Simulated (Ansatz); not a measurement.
Hf:

```xyz
1
Lattice="2.9138 0.0000 0.0000 0.0000 2.9138 0.0000 0.0000 0.0000 2.9138" Properties=species:S:1:pos:R:3 pbc="T T T"
Hf    1.4569    1.4569    1.4569
```

The cell was built by a generator and needn't be a form met in nature.

```yaml
Program: Ansatz 0.2.0
Task: relaxation of cell and atoms
Functional: B3LYP
Potentials_or_basis: Ansatz PAW
Cutoff: "420 eV (not typed: the program's choice for these potentials)"
k_mesh: 5 × 5 × 5
Occupations: fermi-dirac, width 0.05 eV
Spin: no spin polarisation
```

At the start: volume 24.74 Å³/atom.

Problem. How do energy, volume and symmetry change on relaxing?

Solution. It ends after 4 steps and the volume is 25.71 Å³/atom (+3.9 %); space group Pm-3m (No. 221, to 0.05 Å).

Step by step:
```
step  energy change (eV)  largest force (eV/Å)  volume (Å³)
   1              0.0000                0.0000        24.74
   2             -0.0098                0.0000        25.77
   3             -0.0098                0.0000        25.71
   4             -0.0102                0.0000        25.71
```

Final structure:
```yaml
crystal:
  lattice:
    - [2.95155, 0.00000, 0.00000]
    - [0.00000, 2.95155, 0.00000]
    - [0.00000, 0.00000, 2.95155]
  atoms:
    - { symbol: Hf, position: [0.50000, 0.50000, 0.50000] }
```

Caveat: the k mesh is coarse (spacing up to 0.43 Å⁻¹), so the values aren't converged, least of all with exact exchange; the plane-wave basis is chosen anew once the cell has moved, so the energies of steps on either side of that aren't comparable; the PAW data sets come from PBE, with cores solved anew for the run's functional, which leaves a small shift of forces and pressure.
